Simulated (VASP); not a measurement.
# Ge (Fd-3m) in VASP: notebook

One crystal, Ge, is run at these levels: PBEsol, r2SCAN; tasks: phonons.

Program: VASP 6.6.1. These are calculated values, not measurements. Logs are shortened: lines on timing, memory, paths and dates and some standing lists are left out, and cuts for length are marked.

**1. The crystal as given**

The structure is cubic, space group Fd-3m (No. 227). The conventional cell has a = 5.674 Å, b = 5.674 Å, c = 5.674 Å, α = 90.00°, β = 90.00°, γ = 90.00°. Around Ge (site symmetry -43m) lie 4 Ge at 2.46 Å.

**2. Phonons, PBEsol, target pressure 1.5 GPa, at which the enthalpy is minimised**

POSCAR

```
Ge
1.0
    0.0000000000      2.8370028123      2.8370028123
    2.8370028123      0.0000000000      2.8370028123
    2.8370028123      2.8370028123      0.0000000000
  Ge
     2
Direct
     0.0000000000000000    0.0000000000000000    0.0000000000000000
     0.2500000000000000    0.2500000000000000    0.2500000000000000
```

INCAR.step1

```
SYSTEM = Ge
PREC = Accurate
ENCUT = 600
EDIFF = 1E-8
ISMEAR = 0
SIGMA = 0.03
LREAL = .False.
LASPH = .True.
NELM = 80
ALGO = Normal
ISIF = 3
LWAVE = .False.
LCHARG = .False.
GGA = PS
PSTRESS = 15.0
IBRION = 2
NSW = 40
EDIFFG = -0.002
```

INCAR.step2

```
SYSTEM = Ge
PREC = Accurate
ENCUT = 600
EDIFF = 1E-8
ISMEAR = 0
SIGMA = 0.03
LREAL = .False.
LASPH = .True.
NELM = 80
ALGO = Normal
ISIF = 2
LWAVE = .False.
LCHARG = .False.
GGA = PS
PSTRESS = 15.0
IBRION = 6
NFREE = 2
POTIM = 0.015
NSW = 1
```

KPOINTS

```
Automatic mesh
0
Gamma
  10 10 10
  0 0 0
```

Potentials or basis: VASP PAW PBE potentials, release 64 (Ge_d).

The run is started by

```console
> cat potpaw_PBE.64/Ge_d/POTCAR > POTCAR
> cp INCAR.step1 INCAR
> mpirun -np 1 vasp_std > vasp.out
> cp CONTCAR POSCAR
> cp INCAR.step2 INCAR
> mpirun -np 1 vasp_std > vasp.out
```

OUTCAR:

```text
SYSTEM = Ge
   PREC = Accurate
   ENCUT = 600
   EDIFF = 1E-8
   ISMEAR = 0
   LREAL = .False.
   LASPH = .True.
   NELM = 80
   ISIF = 2
   GGA = PS
   PSTRESS = 15.0
   IBRION = 6
   NFREE = 2
   POTIM = 0.015
   NSW = 1

 ion  position               nearest neighbor table
   1  0.000  0.000  0.000-   2 2.44   2 2.44   2 2.44   2 2.44
   2  0.250  0.250  0.250-   1 2.44   1 2.44   1 2.44   1 2.44

  LATTYP: Found a face centered cubic cell.
 ALAT       =     5.6333187165

  Lattice vectors:

 A1 = (   0.0000000000,   2.8166593583,   2.8166593583)
 A2 = (   2.8166593583,   0.0000000000,   2.8166593583)
 A3 = (   2.8166593583,   2.8166593583,   0.0000000000)

Analysis of symmetry for initial positions (statically):
=====================================================================
 Subroutine PRICEL returns:
 Original cell was already a primitive cell.

 Routine SETGRP: Setting up the symmetry group for a
 face centered cubic supercell.

 Subroutine GETGRP returns: Found 48 space group operations
 (whereof 24 operations were pure point group operations)
 out of a pool of 48 trial point group operations.

The static configuration has the point symmetry T_d .
 The point group associated with its full space group is O_h .

Analysis of symmetry for dynamics (positions and initial velocities):
=====================================================================
 Subroutine PRICEL returns:
 Original cell was already a primitive cell.

 Routine SETGRP: Setting up the symmetry group for a
 face centered cubic supercell.

 Subroutine GETGRP returns: Found 48 space group operations
 (whereof 24 operations were pure point group operations)
 out of a pool of 48 trial point group operations.

The dynamic configuration has the point symmetry T_d .
 The point group associated with its full space group is O_h .

 Subroutine INISYM returns: Found 48 space group operations
 (whereof 24 operations are pure point group operations),
 and found     1 'primitive' translations

----------------------------------------------------------------------------------------

                                     Primitive cell

  volume of cell :      44.6923

  direct lattice vectors                    reciprocal lattice vectors
     0.000000000  2.816659358  2.816659358    -0.177515253  0.177515253  0.177515253
     2.816659358  0.000000000  2.816659358     0.177515253 -0.177515253  0.177515253
     2.816659358  2.816659358  0.000000000     0.177515253  0.177515253 -0.177515253

  length of vectors
     3.983357865  3.983357865  3.983357865     0.307465438  0.307465438  0.307465438

  position of ions in fractional coordinates (direct lattice)
     0.000000000  0.000000000  0.000000000
     0.250000000  0.250000000  0.250000000

  ion indices of the primitive-cell ions
   primitive index   ion index
                 1           1
                 2           2

----------------------------------------------------------------------------------------

 KPOINTS: Automatic mesh

Automatic generation of k-mesh.
 Grid dimensions read from file:
 generate k-points for:   10   10   10

 Generating k-lattice:

  Cartesian coordinates                     Fractional coordinates (reciprocal lattice)
    -0.017751525  0.017751525  0.017751525     0.100000000  0.000000000  0.000000000
     0.017751525 -0.017751525  0.017751525     0.000000000  0.100000000  0.000000000
[... 48 lines left out ...]
 SYSTEM =  Ge
   PREC   = accura    normal or accurate (medium, high low for compatibility)
   ISTART =      0    job   : 0-new  1-cont  2-samecut
   ICHARG =      2    charge: 1-file 2-atom 10-const
   ISPIN  =      1    spin polarized calculation?
   LNONCOLLINEAR =      F non collinear calculations
   LSORBIT =      F    spin-orbit coupling
   LASPH  =      T    aspherical Exc in radial PAW
   ENCUT  =  600.0 eV  44.10 Ry    6.64 a.u.   7.96  7.96  7.96*2*pi/ulx,y,z
   NELM   =     80;   NELMIN=  2; NELMDL=  0     # of ELM steps
   EDIFF  = 0.1E-07   stopping-criterion for ELM
   LREAL  =      F    real-space projection
   EDIFFG = 0.1E-06   stopping-criterion for IOM
   NSW    =     61    number of steps for IOM
   IBRION =      6    ionic relax: 0-MD 1-quasi-New 2-CG
   NFREE  =      2    steps in history (QN), initial steepest desc. (CG)
   ISIF   =      2    stress and relaxation
   ISYM   =      2    0-nonsym 1-usesym 2-fastsym
   POTIM  = 0.0150    time-step for ionic-motion
   TEBEG  =    0.0;   TEEND  =   0.0 temperature during run
   PSTRESS=   15.0 pullay stress
   NELECT =      28.0000    total number of electrons
   NUPDOWN=      -1.0000    fix difference up-down
   EMIN   =  10.00;   EMAX   =-10.00  energy-range for DOS
   EFERMI =   0.00;   METHOD = LEGACY
   ISMEAR =     0;   SIGMA  =   0.03  broadening in eV -4-tet -1-fermi 0-gaus
   EFERMI_NEDOS =   21; number of points for ismear=-14 and -15
   IALGO  =     38    algorithm
   IMIX   =      4    mixing-type and parameters
     AMIX     =   0.40;   BMIX     =  1.00
     AMIX_MAG =   1.60;   BMIX_MAG =  1.00
  volume/ion in A,a.u.               =      22.35       150.80
  Fermi-wavevector in a.u.,A,eV,Ry     =   1.400823  2.647171 26.698771  1.962304
  Thomas-Fermi vector in A             =   2.523745
   LORBIT       =      0    0 simple, 1 ext, 2 COOP (PROOUT), +10 PAW based schemes
   GGA     = PS    functional components
   LHFCALC =     F    Hartree Fock is set to
   AEXX    =    0.0000 exact exchange contribution
   IVDW    =     0    specifies the selected vdW correction
   LEPSILON=     F    determine dielectric tensor
   LRPA    =     F    only Hartree local field effects (RPA)
 finite differences with symmetry
 non-spin polarized calculation
 Gauss-broadening in eV      SIGMA  =   0.03
  energy-cutoff  :      600.00
  volume of cell :       44.69
 maximum number of plane-waves:      1524
   NGX = 15   NGY = 15   NGZ = 15

--------------------------------------- Ionic step        1  -------------------------------------------

 number of electron      28.0000000 magnetization

 Free energy of the ion-electron system (eV)
  ---------------------------------------------------
  ext. energy  EPLUGINS =         0.00000000
  ---------------------------------------------------
  free energy    TOTEN  =        -9.86682289 eV

  energy without entropy =       -9.86682117  energy(sigma->0) =       -9.86682203

------------------------ aborting loop because EDIFF is reached ----------------------------------------

  FORCE on cell =-STRESS in cart. coord.  units (eV):
  Direction    XX          YY          ZZ          XY          YZ          ZX
  --------------------------------------------------------------------------------------
  -------------------------------------------------------------------------------------
  Total        0.4181754      0.4181754      0.4181754      0.0000000      0.0000000      0.0000000
  in kB       14.9911892     14.9911892     14.9911892      0.0000000      0.0000000      0.0000000
  external PRESSURE =      -0.0088108 kB  Pullay stress =      15.0000000 kB
[... 63 lines left out ...]
--------------------------------------- Ionic step        3  -------------------------------------------

 number of electron      28.0000000 magnetization

 Free energy of the ion-electron system (eV)
  ---------------------------------------------------
  ext. energy  EPLUGINS =         0.00000000
  ---------------------------------------------------
  free energy    TOTEN  =        -9.86550932 eV

  energy without entropy =       -9.86548592  energy(sigma->0) =       -9.86549762

 E-fermi :   5.0804     XC(G=0): -10.1902

 val. band max:        5.0607112313   @ k =   0.0000   0.0000   0.0000
 cond. band min:       5.1018466901   @ k =   0.0000   0.0000   0.0000
 fundamental gap:      0.0411354588
 Fermi energy:         5.0804335206

 k-point     1 :       0.0000    0.0000    0.0000
  band No.  band energies     occupation
      1     -19.7965      2.00000
      2     -19.7932      2.00000
      3     -19.7895      2.00000
      4     -19.7555      2.00000
      5     -19.7554      2.00000
      6     -19.5379      2.00000
[... 481 lines left out ...]
      5     -19.6692      2.00000
      6     -19.6441      2.00000
[... 10 lines left out ...]
     17      11.6869      0.00000
     18      12.2457      0.00000

 [... further k-points ...]
[... 5 lines left out ...]
  --------------------------------------------------------------------------------------
  -------------------------------------------------------------------------------------
  Total        0.4228772      0.4250734      0.4250734      0.0000000     -0.1347613      0.0000000
  in kB       15.1597438     15.2384765     15.2384765      0.0000000     -4.8310651      0.0000000
  external PRESSURE =       0.2122323 kB  Pullay stress =      15.0000000 kB
[... 21 lines left out ...]
  energy  without entropy=       -9.8654859158  energy(sigma->0) =       -9.86549762

  enthalpy is  TOTEN    =        -9.4470881495 eV   P V=        0.4184211747

 INTERNAL STRAIN TENSORS FROM DISPLACED ATOMS
 ============================================

 INTERNAL STRAIN TENSOR FOR ION    1 for displacements in x,y,z  (eV/Angst):
          X           Y           Z          XY          YZ          ZX
  --------------------------------------------------------------------------------
  x     0.00000    -0.00000    -0.00000     0.00000     8.98788     0.00000
  y     0.00000     0.00000     0.00000     0.00000     0.00000     8.98788
  z    -0.00000    -0.00000     0.00000     8.98788     0.00000     0.00000

 INTERNAL STRAIN TENSOR FOR ION    2 for displacements in x,y,z  (eV/Angst):
          X           Y           Z          XY          YZ          ZX
  --------------------------------------------------------------------------------
  x     0.00000     0.00000     0.00000     0.00000    -8.98788     0.00000
  y    -0.00000     0.00000    -0.00000     0.00000     0.00000    -8.98788
  z     0.00000     0.00000     0.00000    -8.98788     0.00000     0.00000

 Eigenvectors and eigenvalues of the dynamical matrix
 ----------------------------------------------------

   1 f  =    8.842323 THz    55.557954 2PiTHz  294.948149 cm-1    36.568893 meV
             X         Y         Z           dx          dy          dz
      0.000000  0.000000  0.000000     0.000000   -0.707107    0.000000
      1.408330  1.408330  1.408330     0.000000    0.707107    0.000000
[... 21 lines left out ...]
   6 f  =    0.000000 THz     0.000000 2PiTHz    0.000000 cm-1     0.000000 meV
             X         Y         Z           dx          dy          dz
      0.000000  0.000000  0.000000     0.000000    0.000000    0.707107
      1.408330  1.408330  1.408330     0.000000    0.000000    0.707107

 ELASTIC MODULI CONTR FROM IONIC RELAXATION (kBar)
 Direction    XX          YY          ZZ          XY          YZ          ZX
 --------------------------------------------------------------------------------
 XX          -0.0000     -0.0000     -0.0000      0.0000      0.0000     -0.0000
 YY          -0.0000     -0.0000     -0.0000      0.0000      0.0000      0.0000
 ZZ          -0.0000     -0.0000     -0.0000      0.0000      0.0000     -0.0000
 XY           0.0000      0.0000      0.0000   -249.3412      0.0000      0.0000
 YZ           0.0000      0.0000      0.0000      0.0000   -249.3412      0.0000
 ZX          -0.0000      0.0000     -0.0000      0.0000      0.0000   -249.3412
 --------------------------------------------------------------------------------
```

Wall time 3.9 min (1 thread of Intel Xeon Platinum 8488C (Sapphire Rapids), shared host); peak memory 0.36 GiB.

What came out:

| Property | Result |
| --- | --- |
| Relaxed volume | 22.35 Å³/atom |
| Relaxed cell | a = 3.983 Å, b = 3.983 Å, c = 3.983 Å, α = 60.00°, β = 60.00°, γ = 60.00° |
| Space group after relaxing (to 0.05 Å) | Fd-3m (No. 227) |
| Highest phonon frequency at Γ | 295 cm⁻¹ |

The path:
```tsv
step	energy change (eV)	largest force (eV/Å)	pressure (GPa)	volume (Å³)
1	0.0000	0.0000	0.01	45.67
2	0.0093	0.0000	2.21	44.28
3	0.0045	0.0000	1.50	44.69
```

Final structure:
```
Ge
1.0
     0.00000    2.81666    2.81666
     2.81666    0.00000    2.81666
     2.81666    2.81666    0.00000
Ge
2
Direct
  0.00000 0.00000 0.00000
  0.25000 0.25000 0.25000
```

Phonon frequencies in cm⁻¹ (negative: imaginary):
```csv
q point,frequencies
"(0.000, 0.000, 0.000)",0 0 0 295 295 295
```

Caveat: the PAW data sets were made with another functional, which shifts forces and pressure a little.

(Continued in part 2 of 2.)
